**Q:** I have five calculated band gaps for one crystal of cubic gallium nitride, each from a different density functional. I'd like to know what two more functionals, LDA and PBEsol, would give. Can you tell me before we look?

**A:** I can give a value and a range for each. These are the gaps to start from.

GPAW 26.7.0 plane-wave PAW DFT calculations of cubic GaN (F-43m, 2-atom cell, conventional edge 4.507 Å) at one fixed geometry, without spin polarisation. All runs use an 800 eV cutoff, a 10 × 10 × 10 k-point mesh and Fermi-Dirac occupations with a width of 0.05 eV. Gaps are taken along the band path and include spin-orbit coupling, added by second variation.

```tsv
functional	potentials	gap on path (eV)	direct gap on path (eV)
LDA	GPAW-PAW-data-sets-(gpaw-data-1.2.1)	?	?
PBEsol	PAW-data-sets-made-by gpaw-setup-for-the-functional	?	?
RPBE	GPAW-PAW-data-sets-(gpaw-data-1.2.1)	1.855	1.855
AM05	PAW-data-sets-made-by gpaw-setup-for-the-functional	1.864	1.864
PBEint	PAW-data-sets-made-by gpaw-setup-for-the-functional	1.780	1.780
PW91	PAW-data-sets-made-by gpaw-setup-for-the-functional	1.836	1.836
vdW-DF2	GPAW-PAW-data-sets-(gpaw-data-1.2.1)	1.980	1.980
```

The "gap on path" is the distance from the highest filled level to the lowest empty one, searched along lines between special points of the crystal's momentum space. The "direct gap on path" asks for both levels at the same point. The two agree in all five known rows, so each of these gaps is direct. In the PW91 calculation the levels place both band edges at the zone centre, $\Gamma$.

**Q:** The atoms are the same in every row. Why does the gap change at all?

**A:** A functional is a recipe for exchange and correlation, the part of the electrons' interaction that must be approximated. LDA looks only at the local density and treats each spot as a piece of uniform electron gas. Gradient functionals also ask how steeply the density changes there. Their exchange part lowers the energy further in steep regions, and their correlation part takes some of that lowering back.

The two band edges need not feel this equally. The top of the valence band in gallium nitride consists mainly of nitrogen 2p states, which are compact. The bottom of the conduction band is s-like and spreads over both atoms and the space between them. A lower energy does not mean that the levels themselves fall; what counts is their difference. If the gradient terms leave the compact filled states lower relative to the conduction edge, the gap widens. That is an argument from the character of the states; I have no shifts of the two edges on a common energy scale to support it.

**Q:** Do the five gaps fit that picture?

**A:** Three of them do so neatly. PBEint, PW91 and RPBE are built alike and differ mostly in how strongly exchange responds to a gradient. Their gaps rise in the order of that strength at the moderately steep gradient I use below, with PW91 0.056 eV above PBEint. The order of strength is not fixed: from their formulas, PW91 responds more strongly than RPBE where the gradient is gentle. At that same gradient vdW-DF2 has the strongest exchange response of the five, and it has the widest gap, 1.980 eV, although its correlation is of another kind and its atomic data set was made for a different functional.

AM05 doesn't fit. Its gradient terms are weak under the conditions I shall use, yet its gap is as large as RPBE's. The two differ by only 9 meV and use different kinds of atomic data sets, so I wouldn't read anything into which of them is higher.

**Q:** How do you turn the picture into a number?

**A:** I measure steepness by the reduced gradient

$$s=\frac{|\nabla n|}{2k_F n},\qquad k_F=(3\pi^2 n)^{1/3},$$

where $n$ is the electron density. It compares the change in density with the natural wavelength of the electrons. I take one representative spot, with $s=1$ and the mean valence density: eight electrons in a cell of $2\times 11.44$ Å³. The choice $s=1$ is a rough one for a solid.

At that spot I work out by how much each functional strengthens exchange, as a fraction of uniform-gas exchange. I then subtract what its correlation takes back, and call the net result $x$. For LDA $x$ is zero by definition. The simplest assumption is that the gap follows a straight line in $x$.

A least-squares fit to PBEint, PW91 and RPBE gives

$$E_{\rm gap}=1.753+1.259\,x\quad\text{(in eV)}.$$

The line passes within 2 meV of its three points. With two constants adjusted to three values, that is weak evidence, and it leans on the choice $s=1$: at gentler gradients PW91 and RPBE should change places in strength, and a line would fit the three gaps worse. I left out AM05 and vdW-DF2 because their correlation is constructed differently. PW91's correlation is treated as if it were PBE's. RPBE also uses another kind of atomic data set than the other two fitted rows, which may account for part of its 0.019 eV lead over PW91.

**Q:** Show me the PBEsol estimate in full.

**A:** PBEsol's exchange strengthening is $\mu s^2/(1+\mu s^2/\kappa)$. Here $\mu=10/81$ sets the response to a gentle gradient, and $\kappa\approx0.80$ limits it where the gradient is steep. At $s=1$ this gives 0.107. The correlation formula at the mean density takes back 0.090, which leaves $x\approx0.017$.

The gap is then $1.753+1.259\times0.017\approx1.77$ eV. PBEsol had no part in the fit. My forecast is 1.77 eV, with a range of 1.73 to 1.81 eV. It should lie close to PBEint, whose recipe is very similar.

**Q:** And LDA?

**A:** With $x=0$ the line leaves only its constant, so I forecast 1.75 eV, with a range of 1.65 to 1.85 eV. That puts LDA below PW91 and RPBE. It is probably slightly below PBEsol too, but that order isn't safe.

The range is wider because LDA lies farther beyond the fitted points than PBEsol does and lacks both gradient terms. Two variants of the model show how much hangs on its assumptions. If correlation is ignored and only exchange counts, LDA comes out at 1.66 eV. If the typical gradient is one half instead of one, a line through PBEint and RPBE puts it at 1.81 eV.

**Q:** Then let us see the calculated values.

The withheld rows as computed:

```tsv
functional	potentials	gap on path (eV)	direct gap on path (eV)
LDA	GPAW-PAW-data-sets-(gpaw-data-1.2.1)	1.871	1.871
PBEsol	PAW-data-sets-made-by gpaw-setup-for-the-functional	1.784	1.784
```

**A:** PBEsol came out at 1.784 eV, which is 0.010 eV above the line's unrounded 1.774 eV and well inside the range. LDA came out at 1.871 eV. That is 0.118 eV above the line's unrounded 1.753 eV and 0.021 eV above the top of the range. I also had its place in the order wrong: LDA lies above PW91, RPBE and PBEsol.

**Q:** Does the PBEsol result confirm your model?

**A:** Hardly. PBEsol and PBEint differ by only 0.004 eV, so copying the PBEint value would have done better than the line. The hit shows that two similar recipes give similar gaps in the same cell. It doesn't show that I have the right reason for the differences between less similar ones.

**Q:** What went wrong with LDA?

**A:** I assumed that removing the gradient terms altogether continues the trend seen when they are weakened. Going from RPBE through PW91 to PBEint, the gap shrinks. Going on to LDA, it widens again, and LDA ends 0.087 eV above PBEsol. The simple statement that gradient terms widen the gap is therefore wrong for this crystal when LDA is the starting point: of the six other functionals, only vdW-DF2 gives a wider gap than LDA.

**Q:** Was there a warning in the first table?

**A:** Yes, AM05. The line gives it 1.765 eV, while the calculation gives 1.864 eV, a shortfall of about 0.10 eV. Its net strengthening at my chosen spot is close to zero, so it was the known row most like LDA in the model's own terms. I had a reason to keep it out of the fit, but its miss was as large as the whole margin I allowed for LDA. The margin should have been wider. The other row outside the fit, vdW-DF2, is missed in the opposite direction: the line gives 2.033 eV against the calculated 1.980 eV, with its nonlocal correlation not counted.

**Q:** Can you now explain why LDA is higher than PBEsol?

**A:** In part. A crystal has gentle regions as well as steep ones. Where the density changes gently, the correlation parts of PBEsol and PBEint take back more than their exchange parts add. There the net effect falls below LDA's zero. If the filled states again feel it more than the conduction edge does, the gap narrows.

The variant with a gradient of one half contains this effect. It places LDA at 1.808 eV and PBEsol at 1.793 eV, which is the right order. The separation of 0.015 eV is much smaller than the calculated 0.087 eV, however, and the variant still leaves LDA below PW91 and RPBE, whereas the calculation puts it above both. AM05 also speaks against it: by its formulas the net effect at a gentle gradient should fall even further below zero than PBEsol's, yet its gap is 0.080 eV wider. Gentle regions may belong to the answer, but this estimate leaves most of the difference unexplained.

**Q:** Where would you look for the rest?

**A:** First at the step from energies to levels. My model uses one energy factor at one spot. A band edge responds to the potential across the whole region its state occupies, and that potential also depends on how the gradient itself changes from place to place. Two functionals can strengthen exchange equally at my spot and still move the edges differently.

The second place is close to the gallium nucleus. The s-like conduction state reaches into that region, where the density is far higher than the valence average I used. A different shift there could move the lower edge of the conduction band, but that is a guess. The LDA and PBEsol calculations also use different kinds of atomic data sets, and their share in the 0.087 eV is untested. They are unlikely to be the whole cause: RPBE uses the same kind as LDA, yet its gap is 0.016 eV narrower, where the line makes it about 0.10 eV wider. Repeating both with data sets built in the same way, and comparing the potential felt by each edge state, would separate these possibilities.

**Q:** Spin-orbit coupling is included. Could it upset the comparison?

**A:** Not at the size we are discussing. It lowers the gap by about 9 meV in every row, so it nearly cancels when two functionals are compared. The data makers' tests on other systems found spin-orbit splittings that were too wide. That finding doesn't come from these runs, which report no warning of their own, but the shift here could be somewhat too large for the same reason. Even the whole shift is small beside the LDA miss.

**Q:** I need a gap for a real layer. Should I choose the functional with the largest value?

**A:** No. The seven gaps run from 1.780 to 1.980 eV, whereas the measured gap of cubic gallium nitride is above 3 eV. Functionals of these kinds are known to give gaps that are much too small. Moving up by a tenth or two within this table doesn't repair that, and it doesn't show that a functional is better in other respects.

The calculations also keep the gallium 3d electrons frozen in the atomic core. In the real crystal these electrons repel the nitrogen 2p states, raising the top of the valence band and narrowing the gap. Calculations that treat the 3d electrons as active should therefore differ from these even with the same functional.

**Q:** Would the order survive if each functional could choose its own cell size?

**A:** Probably not. In this fixed cell RPBE reports a pressure of about 17 GPa and PBEint about 9 GPa, so both would like to expand, RPBE more strongly. The direct gap of gallium nitride shrinks when the crystal expands. Relaxation should therefore lower the RPBE gap more than the PBEint gap. From the usual size of this effect in gallium nitride, I'd expect the two to change places, but no relaxed cell was calculated here.

**Q:** What can I use when someone hands me another functional for this same cell?

**A:** Find its nearest relative first. If it is built like PBE, compare its net gradient strengthening with that of PBEint, PW91 and RPBE; the rows here show only that PW91 and RPBE, much stronger than PBEint and PBEsol, have the wider gaps, so expect a wider gap only for a difference of that size. Small differences in strength don't settle the order: PBEsol is slightly weaker than PBEint by this measure, yet its gap is 0.004 eV wider. If it is built differently, as LDA and AM05 are, allow an error of more than a tenth of an electronvolt, or calculate it. The seven rows are also a selection, with runs that failed or met a known fault of the program left out, so they may not show the full spread between functionals.
